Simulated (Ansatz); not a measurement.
Crystal: Na, fcc type, 1 atom in the cell.

Computed with PBE, plane waves, PAW datasets (generated soft set 1) (Ansatz 0.2.0 development build).

Cutoff 420 eV; k-mesh 35×35×35 Γ-centred; Fermi–Dirac smearing of 0.0612 eV; no spin polarisation.

The fit to the energies gives V₀ = 37.061 Å³/atom (a₀ = 5.292 Å), B₀ = 7.7 GPa, B₀′ = 3.68.

(1) What pressure does the program print at V = 38.591 Å³/atom, and how far above the lowest computed point (V = 37.107 Å³/atom) does the energy lie?

Answers

(1) -0.29 GPa and 1.43 meV/atom. All points:

```json
{"V (Å³/atom)": "34.880", "a (Å)": "5.1866", "E − E(min) (meV/atom)": "3.40", "P (GPa)": "0.52"}
{"V (Å³/atom)": "35.623", "a (Å)": "5.2231", "E − E(min) (meV/atom)": "1.43", "P (GPa)": "0.33"}
{"V (Å³/atom)": "36.365", "a (Å)": "5.2591", "E − E(min) (meV/atom)": "0.32", "P (GPa)": "0.15"}
{"V (Å³/atom)": "37.107", "a (Å)": "5.2947", "E − E(min) (meV/atom)": "0.00", "P (GPa)": "-0.01"}
{"V (Å³/atom)": "37.849", "a (Å)": "5.3297", "E − E(min) (meV/atom)": "0.39", "P (GPa)": "-0.16"}
{"V (Å³/atom)": "38.591", "a (Å)": "5.3643", "E − E(min) (meV/atom)": "1.43", "P (GPa)": "-0.29"}
{"V (Å³/atom)": "39.333", "a (Å)": "5.3985", "E − E(min) (meV/atom)": "3.06", "P (GPa)": "-0.41"}
```

The published all-electron PBE values for this crystal (mean of FLEUR and WIEN2k, k-spacing 0.06 Å⁻¹; Bosoni et al., Nat. Rev. Phys. 6, 45 (2024)) are V₀ = 37.099 Å³/atom, B₀ = 7.7 GPa, B₀′ = 3.69.

The stress includes the program's correction for the finite plane-wave basis.

This cubic structure is a model: it isn't the usual form of the substance at ambient conditions, and such phases are metastable or hypothetical.
